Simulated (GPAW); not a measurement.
Runs of GPAW 26.7.0 on Cl. Symmetry: Cmce, No. 64, orthorhombic system. Conventional cell: a = 6.290 Å, b = 4.500 Å, c = 8.210 Å, α = 90.00°, β = 90.00°, γ = 90.00°. Around Cl (site symmetry m) lie 1 Cl at 2.02 Å. 

| task | level | potentials or basis | cell | k mesh | cutoff (eV) | maxiter | optimizer | fmax | max steps | band path | gap on the mesh (eV) | pressure (GPa) | largest force (eV/Å) |
| --- | --- | --- | --- | --- | --- | --- | --- | --- | --- | --- | --- | --- | --- |
| relaxation of cell and atoms | LDA | the program's PAW data sets (release 1.2.1) made for this functional, pw | relaxed | 5 × 5 × 3 | 600 | 150 | FIRE | 0.01 eV/Å | 100 | - | 1.79 | 0.0 | - |
| single point | PBEsol | PAW data sets generated in the run's folder for this functional, pw | as given | 7 × 7 × 4 | 600 | 150 | - | - | - | - | 2.43 | -0.9 | 0.12 |
| single point | TB-mBJ | GPAW PAW data sets for LDA (gpaw-data 1.2.1), pw | as given | 6 × 6 × 4 | 600 | 150 | - | - | - | - | 3.81 | - | - |
| band structure | TASK | GPAW PAW data sets (gpaw-data 1.2.1), pw | as given | 5 × 5 × 3 | 600 | 150 | - | - | - | GXSRAZGYX1A1TY,ZT | 3.26 | 5.2 | 0.34 |
| band structure | PBEsol | PAW data sets generated in the run's folder for this functional, pw | as given | 5 × 5 × 3 | 600 | 150 | - | - | - | GXSRAZGYX1A1TY,ZT | 2.43 | -0.9 | 0.12 |
| single point | PBEsol | PAW data sets generated in the run's folder for this functional, pw | atoms moved at random, drawn with an rms of 0.05 Å | 7 × 7 × 4 | 600 | 150 | - | - | - | - | 2.55 | 0.1 | 0.62 |
| single point | LDA | the program's PAW data sets (release 1.2.1) made for this functional, pw | as given | 6 × 6 × 3 | 450 | 120 | - | - | - | - | (a) | (b) | (c) |

Alike in all rows: no spin polarisation; smearing fermi-dirac 0.05 eV.

Task: Fill in the values left out.

Result: (a) 2.33; (b) -2.6; (c) 0.14.

Caveats: an odd mesh through Γ misses points on the zone boundary, where band edges often lie (some runs); the PAW data sets were made with another functional, which shifts forces and pressure a little (some runs); later steps reuse the first step's grids (some runs); a model potential gives levels but no total energy (some runs); the cutoff is short for stress and forces, so pressures can be off by a GPa or more (some runs).

Runs at the PBE level aren't shown here.
